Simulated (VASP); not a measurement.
# GaN: convergence, mode Grüneisen parameters at the zone centre

GaN, F-43m (no. 216), 2 atoms in the cell. PBEsol, mode Grueneisen parameters; PAW potentials Ga_d, N (PBE set). VASP 6.6.1.

Wanted: mode Grüneisen parameters within 0.05.

Geometry: relaxed with this functional.

The series start from Volume step (share): 0.01; Plane-wave cutoff (eV): 520; k mesh: 8x8x8; SCF threshold (eV): 1e-7; Precision mode: Accurate. Each series keeps the choices made before it, and each single choice may use up half of a tolerance. Times cover all steps of a run.

## Volume step (share)

| Volume step (share) | Mode Grüneisen parameters, largest deviation | Time (s) |
|---|---|---|
| 0.01 | 0.000 | 82 |
| 0.003 | 0.003 | 81 |
| 0.03 | 0.003 | 78 |
| 0.06 | 0.010 | 80 |

Chosen: 0.01; no other choice that stays within half of the tolerance saves 30 % of the time.

## Plane-wave cutoff (eV)

| Plane-wave cutoff (eV) | Mode Grüneisen parameters, largest deviation | Time (s) |
|---|---|---|
| 400 | 0.020 | 87 |
| 460 | 0.016 | 82 |
| 520 | 0.017 | 82 |
| 600 | 0.003 | 124 |
| 720 (reference) | 0.000 | 124 |

Chosen: 400, the loosest value from which every tighter one stays within half of the tolerance.

## k mesh

| k mesh | Mode Grüneisen parameters, largest deviation | Time (s) |
|---|---|---|
| 6x6x6 | 0.006 | 46 |
| 8x8x8 | 0.004 | 87 |
| 10x10x10 | 0.005 | 110 |
| 12x12x12 (reference) | 0.000 | 166 |

Chosen: 6x6x6.

## SCF threshold (eV)

| SCF threshold (eV) | Mode Grüneisen parameters, largest deviation | Time (s) |
|---|---|---|
| 0.001 | 0.051 | 23 |
| 0.0001 | 0.018 | 25 |
| 1e-5 | 0.011 | 27 |
| 1e-7 (reference) | 0.000 | 46 |

Chosen: 0.0001.

## Precision mode

| Precision mode | Mode Grüneisen parameters, largest deviation | Time (s) |
|---|---|---|
| Accurate | 0.000 | 25 |
| Normal | 0.019 | 15 |
| Single | 0.087 | 25 |

Chosen: Normal, the fastest of those that stay within half of the tolerance.

## All choices together

| Input | Mode Grüneisen parameters, largest deviation | Time (s) |
|---|---|---|
| program defaults, KSPACING-like mesh of 0.5 per A (naive) | 0.013 | 16 |
| chosen settings | 0.008 | 15 |
| reference settings throughout | 0.000 | 308 |

The tolerance is met.

Values of the reference run: Mode Grüneisen parameters: 1.493, 1.493, 1.493.

## The input

INCAR:
```
SYSTEM = GaN
PREC     = Normal         ! precision mode
ENCUT    = 400            ! plane-wave cutoff, eV
EDIFF    = 1E-4           ! SCF threshold, eV
ISMEAR   = 0              ! smearing method
SIGMA    = 0.02           ! smearing width, eV
LREAL    = .False.        ! projectors in reciprocal space
LASPH    = .True.         ! aspherical terms in the spheres
ALGO     = Normal         ! electronic algorithm
NELM     = 120            ! most SCF steps
LWAVE    = .False.        ! write WAVECAR
LCHARG   = .False.        ! write CHGCAR
GGA      = PS             ! functional
KPAR     = 2            
IBRION   = 6              ! ionic algorithm
NFREE    = 2            
POTIM    = 0.015          ! step
NSW      = 1              ! ionic steps
ISIF     = 2              ! what is computed and relaxed
```

KPOINTS:
```
Automatic mesh
0
Gamma
  6 6 6
  0 0 0
```

POSCAR.step1:
```
GaN
 1.0000000000000000
     0.0000000000000000    2.2402392522925529    2.2402392522925529
     2.2402392522925529    0.0000000000000000    2.2402392522925529
     2.2402392522925529    2.2402392522925529    0.0000000000000000
 Ga  N
   1   1
Direct
  0.0000000000000000  0.0000000000000000 -0.0000000000000000
  0.2500000000000000  0.2500000000000000  0.2500000000000000
```

POSCAR.step2:
```
GaN
 1.0000000000000000
     0.0000000000000000    2.2477568900181004    2.2477568900181004
     2.2477568900181004    0.0000000000000000    2.2477568900181004
     2.2477568900181004    2.2477568900181004    0.0000000000000000
 Ga  N
   1   1
Direct
  0.0000000000000000  0.0000000000000000 -0.0000000000000000
  0.2500000000000000  0.2500000000000000  0.2500000000000000
```

POSCAR.step3:
```
GaN
 1.0000000000000000
     0.0000000000000000    2.2552245757404252    2.2552245757404252
     2.2552245757404252    0.0000000000000000    2.2552245757404252
     2.2552245757404252    2.2552245757404252    0.0000000000000000
 Ga  N
   1   1
Direct
  0.0000000000000000  0.0000000000000000 -0.0000000000000000
  0.2500000000000000  0.2500000000000000  0.2500000000000000
```

Commands (each step's output is kept before the next begins):
```
cat potpaw_PBE.64/Ga_d/POTCAR potpaw_PBE.64/N/POTCAR > POTCAR
cp POSCAR.step1 POSCAR
mpirun -np 2 vasp_std > vasp.out
rm WAVECAR CHG
cp POSCAR.step2 POSCAR
mpirun -np 2 vasp_std > vasp.out
rm WAVECAR CHG
cp POSCAR.step3 POSCAR
mpirun -np 2 vasp_std > vasp.out
```

The naive input happens to agree within the tolerance here, in 16 s.

The chosen input took VASP 6.6.1 15 s on 2 cores (AMD EPYC 9R45 (Zen 5)), a shared host.

## An input that fails: cutoff far too low

It runs to its end, but against the unchanged starting input it is off by 0.106 in the mode Grüneisen parameters.

Changes against the starting input:
```
(all steps)
- ENCUT = 520
+ ENCUT = 240
```
